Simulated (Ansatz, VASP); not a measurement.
As, level by level in two programs

```
As
1.0
     2.66714    0.00000    0.00000
     0.00000    2.66714    0.00000
     0.00000    0.00000    2.66714
As
1
Cartesian
  1.3336 1.3336 1.3336
```

This isn't the form of As at room conditions, which is rhombohedral.

Single points on this cell with VASP 6.6.1 and Ansatz 0.2.0. Each row is one pair of runs. Alike in all rows: spin: off; smearing: fermi-dirac, width 0.05 eV.

```tsv
level	k mesh	VASP's potentials, cutoff	Ansatz's potentials, cutoff	gap on the k mesh at the Fermi level (eV), VASP	gap on the k mesh at the Fermi level (eV), Ansatz	pressure (GPa), VASP	pressure (GPa), Ansatz
LDA	10 × 10 × 10	VASP PAW LDA potentials, release 64 (As), 520 eV	Ansatz PAW, 420 eV	none	none	0.8	0.4
r2SCAN	10 × 10 × 10	VASP PAW PBE potentials, release 64 (As), 520 eV	Ansatz PAW, 500 eV	none	none	3.9	3.9
PBE0	6 × 6 × 6	VASP PAW PBE potentials, release 64 (As), 520 eV	Ansatz PAW, 420 eV	none	?	1.8	?
```

Q: Fill in what Ansatz gave in row 3.

A: gap on the k mesh at the Fermi level (eV): none; pressure (GPa): 2.4.

A gap of «none» marks a metal or a gap that the smearing closes.

Caveats: the k mesh is coarse (spacing up to 0.39 Å⁻¹), so the values aren't converged, least of all with exact exchange (some rows); the PAW data sets were made with another functional, which shifts forces and pressure a little (VASP); the PAW data sets come from PBE, with cores solved anew for the run's functional, which leaves a small shift of forces and pressure (Ansatz); the thresholds are loose for stress (Ansatz).
